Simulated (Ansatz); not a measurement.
Born–Oppenheimer molecular dynamics of a periodic cell of 10 atoms, BaTiO₃ (surface BaTiO3(111)). It starts from a partly relaxed structure (largest force component 0.39 eV/Å).

Level of theory: Ansatz 0.2.0, DFT PBE-D3(BJ), scalar-relativistic, plane waves, PAW. Settings: accuracy low, PAW set soft_1, cutoff 420 eV, k mesh 2x2x1, fermi-dirac smearing 0.002 eV, no spin polarisation.

```
ensemble                      : NVE (velocity Verlet)
time step                     : 1 fs
steps asked                   : 200
starting velocities drawn for : 2400 K
atoms held                    : 1 to 1
seed                          : 969367
```

Frames 1 fs apart, positions in Å.

Velocities at 0 fs (Å/ps):

```
Ba 0.00 0.00 0.00
Ti 2.49 -9.74 3.28
O 16.29 3.91 -1.81
O -1.16 11.84 -25.64
O -9.39 0.88 12.12
Ba 4.92 2.90 1.23
Ti -0.07 8.18 -1.28
O 24.64 -5.46 6.83
O 7.17 1.97 -9.40
O 2.35 -9.26 17.26
```

```xyz
10
Lattice="5.6434 0.0000 0.0000 -2.8217 4.9139 0.0000 0.0000 0.0000 15.5925" Properties=species:S:1:pos:R:3 time_fs=0 energy_less_start_eV=0.000 T=2400
Ba 0.000 0.000 1.000
Ti 0.000 3.192 3.298
O 0.000 2.361 1.582
O -1.457 4.545 2.923
O 1.457 4.545 2.923
Ba 2.822 1.785 2.504
Ti 2.822 5.432 4.306
O 2.822 4.716 5.760
O 4.422 2.089 4.177
O 1.221 2.089 4.177
10
Lattice="5.6434 0.0000 0.0000 -2.8217 4.9139 0.0000 0.0000 0.0000 15.5925" Properties=species:S:1:pos:R:3 time_fs=1 energy_less_start_eV=0.010 T=2391
Ba 0.000 0.000 1.000
Ti 0.003 3.182 3.301
O 0.016 2.365 1.580
O -1.458 4.557 2.897
O 1.447 4.546 2.935
Ba 2.827 1.788 2.505
Ti 2.822 5.441 4.305
O 2.846 4.710 5.767
O 4.429 2.091 4.168
O 1.224 2.079 4.195
10
Lattice="5.6434 0.0000 0.0000 -2.8217 4.9139 0.0000 0.0000 0.0000 15.5925" Properties=species:S:1:pos:R:3 time_fs=2 energy_less_start_eV=0.046 T=2360
Ba 0.000 0.000 1.000
Ti 0.005 3.172 3.304
O 0.033 2.369 1.579
O -1.459 4.568 2.872
O 1.438 4.547 2.947
Ba 2.832 1.791 2.506
Ti 2.822 5.449 4.304
O 2.871 4.705 5.773
O 4.437 2.093 4.159
O 1.226 2.070 4.212
10
Lattice="5.6434 0.0000 0.0000 -2.8217 4.9139 0.0000 0.0000 0.0000 15.5925" Properties=species:S:1:pos:R:3 time_fs=3 energy_less_start_eV=0.107 T=2308
Ba 0.000 0.000 1.000
Ti 0.008 3.163 3.308
O 0.049 2.373 1.577
O -1.460 4.580 2.847
O 1.428 4.547 2.960
Ba 2.836 1.794 2.507
Ti 2.822 5.457 4.303
O 2.896 4.699 5.780
O 4.444 2.095 4.150
O 1.228 2.061 4.229
10
Lattice="5.6434 0.0000 0.0000 -2.8217 4.9139 0.0000 0.0000 0.0000 15.5925" Properties=species:S:1:pos:R:3 time_fs=4 energy_less_start_eV=0.191 T=2237
Ba 0.000 0.000 1.000
Ti 0.010 3.153 3.311
O 0.065 2.377 1.576
O -1.460 4.591 2.822
O 1.419 4.548 2.972
Ba 2.841 1.797 2.509
Ti 2.822 5.464 4.302
O 2.920 4.695 5.785
O 4.451 2.097 4.141
O 1.229 2.053 4.246
10
Lattice="5.6434 0.0000 0.0000 -2.8217 4.9139 0.0000 0.0000 0.0000 15.5925" Properties=species:S:1:pos:R:3 time_fs=5 energy_less_start_eV=0.292 T=2150
Ba 0.000 0.000 1.000
Ti 0.013 3.144 3.313
O 0.081 2.381 1.575
O -1.461 4.602 2.798
O 1.409 4.549 2.985
Ba 2.846 1.800 2.510
Ti 2.822 5.471 4.301
O 2.944 4.690 5.790
O 4.458 2.099 4.133
O 1.231 2.044 4.262
10
Lattice="5.6434 0.0000 0.0000 -2.8217 4.9139 0.0000 0.0000 0.0000 15.5925" Properties=species:S:1:pos:R:3 time_fs=6 energy_less_start_eV=0.407 T=2051
Ba 0.000 0.000 1.000
Ti 0.016 3.135 3.316
O 0.097 2.386 1.575
O -1.461 4.613 2.774
O 1.400 4.550 2.997
Ba 2.851 1.802 2.511
Ti 2.822 5.478 4.301
O 2.969 4.687 5.794
O 4.464 2.102 4.125
O 1.233 2.036 4.278
10
Lattice="5.6434 0.0000 0.0000 -2.8217 4.9139 0.0000 0.0000 0.0000 15.5925" Properties=species:S:1:pos:R:3 time_fs=7 energy_less_start_eV=0.531 T=1945
Ba 0.000 0.000 1.000
Ti 0.020 3.127 3.318
O 0.113 2.390 1.574
O -1.461 4.623 2.750
O 1.391 4.550 3.010
Ba 2.856 1.805 2.512
Ti 2.823 5.485 4.301
O 2.993 4.684 5.796
O 4.470 2.104 4.118
O 1.234 2.029 4.294
10
Lattice="5.6434 0.0000 0.0000 -2.8217 4.9139 0.0000 0.0000 0.0000 15.5925" Properties=species:S:1:pos:R:3 time_fs=8 energy_less_start_eV=0.658 T=1836
Ba 0.000 0.000 1.000
Ti 0.023 3.119 3.320
O 0.129 2.394 1.574
O -1.461 4.633 2.728
O 1.382 4.551 3.023
Ba 2.860 1.808 2.513
Ti 2.823 5.490 4.302
O 3.016 4.681 5.797
O 4.476 2.106 4.112
O 1.236 2.021 4.309
10
Lattice="5.6434 0.0000 0.0000 -2.8217 4.9139 0.0000 0.0000 0.0000 15.5925" Properties=species:S:1:pos:R:3 time_fs=9 energy_less_start_eV=0.783 T=1729
Ba 0.000 0.000 1.000
Ti 0.027 3.111 3.322
O 0.145 2.398 1.575
O -1.460 4.642 2.706
O 1.373 4.552 3.036
Ba 2.865 1.811 2.514
Ti 2.824 5.495 4.303
O 3.039 4.680 5.797
O 4.480 2.108 4.106
O 1.237 2.014 4.324
10
Lattice="5.6434 0.0000 0.0000 -2.8217 4.9139 0.0000 0.0000 0.0000 15.5925" Properties=species:S:1:pos:R:3 time_fs=10 energy_less_start_eV=0.901 T=1627
Ba 0.000 0.000 1.000
Ti 0.032 3.104 3.324
O 0.161 2.402 1.575
O -1.460 4.651 2.685
O 1.365 4.553 3.049
Ba 2.869 1.813 2.515
Ti 2.825 5.500 4.305
O 3.062 4.679 5.795
O 4.483 2.111 4.102
O 1.238 2.008 4.337
10
Lattice="5.6434 0.0000 0.0000 -2.8217 4.9139 0.0000 0.0000 0.0000 15.5925" Properties=species:S:1:pos:R:3 time_fs=11 energy_less_start_eV=1.009 T=1535
Ba 0.000 0.000 1.000
Ti 0.037 3.098 3.325
O 0.176 2.407 1.577
O -1.458 4.659 2.664
O 1.357 4.554 3.062
Ba 2.874 1.816 2.516
Ti 2.826 5.503 4.307
O 3.085 4.679 5.791
O 4.486 2.113 4.099
O 1.240 2.002 4.350
```

Of the whole run (200 fs, mean temperature of the second half 1049 K): The conserved energy stayed within 0.32 meV per atom of its start (net change 0.14 meV per atom), so the integration is sound. Over the second half the temperature averaged 0.44 of the 2400 K drawn at the start: a run that starts near a minimum puts about half its kinetic energy into the potential. A run of 0.2 ps of so small a system gives no equilibrium averages. The smearing is very narrow for this mesh. Limits of this set-up: coarse k mesh, thin slab, slab without dipole correction, low accuracy level.

Run time: 11 min on 1 thread of Arm Neoverse V2 (shared host), peak memory 0.64 GiB.
